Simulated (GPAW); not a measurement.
Crystal: TiAl.

```
CELL_PARAMETERS angstrom
2.86726 0.00000 0.00000
-1.43363 2.48312 0.00000
0.00000 0.00000 4.67808
ATOMIC_POSITIONS crystal
Ti 0.00000 0.00000 0.00000
Al 0.33333 0.66667 0.50000
```

The cell comes from a database or a generator and needn't be the stable form of this composition.

| Quantity | Value |
| --- | --- |
| Program | GPAW 26.7.0 |
| Task | relaxation of cell and atoms |
| Functional | PBEsol |
| Dispersion | D3(BJ) |
| Potentials or basis | PAW data sets generated in the run's folder for this functional |
| Cutoff | 600 eV |
| Basis | pw |
| k mesh | 9 × 9 × 5 |
| Occupations | fermi-dirac, width 0.05 eV |
| Spin | no spin polarisation |

At the start: pressure -7.5 GPa; volume 16.65 Å³/atom.

**Question.** Where does the relaxation end?

**Answer.** Over 7 steps the energy falls by 25.8 meV/atom and the volume is 15.52 Å³/atom (-6.8 %); space group P-6m2 (No. 187, to 0.05 Å).

The path:
| step | energy change (eV) | largest force (eV/Å) | pressure (GPa) | volume (Å³) |
| --- | --- | --- | --- | --- |
| 1 | 0.0000 | 0.0000 | -7.50 | 33.31 |
| 2 | -0.0218 | 0.0000 | -5.90 | 32.76 |
| 3 | -0.0499 | 0.0000 | 0.44 | 30.94 |
| 4 | -0.0505 | 0.0000 | -0.04 | 31.06 |
| 5 | -0.0508 | 0.0000 | -0.13 | 31.08 |
| 6 | -0.0515 | 0.0000 | -0.22 | 31.08 |
| 7 | -0.0516 | 0.0000 | -0.09 | 31.04 |

Final structure:
```
Ti Al
1.0
     2.79444    0.00000    0.00000
    -1.39722    2.42005    0.00000
     0.00000    0.00000    4.59001
Ti Al
1 1
Direct
  0.00000 0.00000 0.00000
  0.33333 0.66667 0.50000
```

Caveat: later steps reuse the first step's grids; pairwise dispersion overbinds metals, which lowers pressure and volume.
